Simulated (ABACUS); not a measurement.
# HgSe under changes of volume

One of the cells (28.067 Å³/atom); the others are scaled copies at fixed shape and fractional positions:

```
Hg Se
1.0
     0.00000    3.03900    3.03900
     3.03900    0.00000    3.03900
     3.03900    3.03900    0.00000
Hg Se
1 1
Direct
  0.00000 0.00000 0.00000
  0.75000 0.75000 0.75000
```

- Program: ABACUS 3.10.1
- Functional: PBE
- Potentials or basis: PseudoDojo NC SR 0.4.1 PBE standard
- Cutoff: 1184 eV
- Density cutoff: 4735 eV
- Basis: plane waves
- k mesh: 8 × 8 × 8
- Occupations: fermi-dirac, width 0.05 eV
- Spin: no spin polarisation

```tsv
volume (Å³/atom)	energy over the lowest point (meV/atom)	pressure (GPa)
26.383	?	?
26.944	72.66	7.5
27.505	48.96	6.0
28.067	30.35	4.6
28.628	16.30	3.4
29.189	6.33	2.3
29.751	0.00	1.3
```

**Question.** What does the run at 26.383 Å³/atom give?

**Answer.** Energy over the lowest point 102.06 meV/atom; pressure 9.3 GPa.

Worked out: A Birch-Murnaghan fit of order 3 (a polynomial in V^(-2/3)) to the other rows has its minimum at 30.62 Å³/atom, just outside them, with B0 = V·E''(V) = 43 GPa and B' = 5.0. It gives 102.05 meV/atom at 26.383 Å³/atom, against the run's 102.06, and -dE/dV = 9.3 GPa, against 9.3.

Energies are extrapolated to zero smearing.
